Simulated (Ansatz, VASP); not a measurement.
TaN in VASP and in Ansatz

```xyz
2
Lattice="0.0000 2.1558 2.1558 2.1558 0.0000 2.1558 2.1558 2.1558 0.0000" Properties=species:S:1:pos:R:3 pbc="T T T"
Ta    2.1698    2.1558    2.1558
N    -0.1815    0.0000    0.0000
```

Change from the starting cell: mode 4 frozen in at -0.183 Å, equal normal strain along x, y and z -0.0083.

Alike in both runs: task single point; functional LDA; k mesh 18 × 18 × 18; occupations gaussian, width 0.15 eV; no spin polarisation.

|  | VASP | Ansatz |
| --- | --- | --- |
| version | VASP 6.6.1 | Ansatz 0.2.0 |
| potentials or method | VASP PAW LDA potentials, release 64 (Ta_pv, N) | scalar-relativistic, plane waves, PAW |
| plane-wave cutoff (eV) | 520 | 520 |
| valence electrons in the cell | 16 | 18 |

```tsv
	VASP	Ansatz	Ansatz less VASP
gap on the k mesh at the Fermi level (eV)	none	none	-
pressure (GPa)	20.4	17.8	-2.60
largest component of the traceless stress (GPa)	16.33	15.96	-0.367
rms of the force components (eV/Å)	1.490	1.461	-0.0285
```

Atom by atom the forces differ by 0.028 eV/Å (rms over components). A gap of «none» marks a metal or a gap that the smearing closes. The two sets of potentials don't hold the same shells in valence. Ansatz warned: «pseudo_functional_mismatch».

Caveats: so large a pressure means that the cell lies far from this level's equilibrium, or that cutoff or potentials fall short (VASP); forces of over 1 eV/Å show positions far from the minimum, so gaps and moduli don't describe the material at rest. Spin-orbit coupling is left out, which matters for the levels of Ta.
